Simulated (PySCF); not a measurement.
# Level sweep

Ethylene glycol, C2H6O2.
SMILES: `OCCO`

PySCF, dipoles from the SCF density, polarisabilities from static response with core orbitals frozen. Geometry: PBE0-D3(BJ)/def2-SVP, one conformer, isolated molecule.

Reference polarisability: 5.710 Å³ (measured, gas; NIST CCCBDB Release 22 (SRD 101), experimental polarizabilities). The anisotropy is √(½[(α1 − α2)² + (α2 − α3)² + (α3 − α1)²]).

```json
{"level": "LDA/def2-SVPD", "μ (D)": "2.630", "α (au)": "39.67", "error (%)": "+2.9", "anisotropy (au)": "4.85"}
{"level": "PBE/def2-SVPD", "μ (D)": "2.537", "α (au)": "39.28", "error (%)": "+1.9", "anisotropy (au)": "4.81"}
{"level": "B3LYP/def2-SVPD", "μ (D)": "2.642", "α (au)": "37.64", "error (%)": "-2.3", "anisotropy (au)": "4.46"}
{"level": "PBE0/def2-SVPD", "μ (D)": "2.633", "α (au)": "37.12", "error (%)": "-3.7", "anisotropy (au)": "4.42"}
{"level": "BHandHLYP/def2-SVPD", "μ (D)": "2.736", "α (au)": "35.74", "error (%)": "-7.2", "anisotropy (au)": "4.20"}
{"level": "CAM-B3LYP/def2-SVPD", "μ (D)": "2.717", "α (au)": "36.98", "error (%)": "-4.0", "anisotropy (au)": "4.26"}
{"level": "HF/def2-SVPD", "μ (D)": "2.826", "α (au)": "33.90", "error (%)": "-12.0", "anisotropy (au)": "3.90"}
```

For the polarisability, the smallest error is 1.9% (PBE/def2-SVPD) and the largest 12.0% (HF/def2-SVPD). The dipole runs from 2.54 D (PBE/def2-SVPD) to 2.83 D (HF/def2-SVPD). In one basis (def2-SVPD) the functionals order the polarisability from HF (lowest) to LDA (highest), a spread of 17%. Measured values can belong to vibrating molecules and may average over conformers; the computed ones are for one fixed geometry.
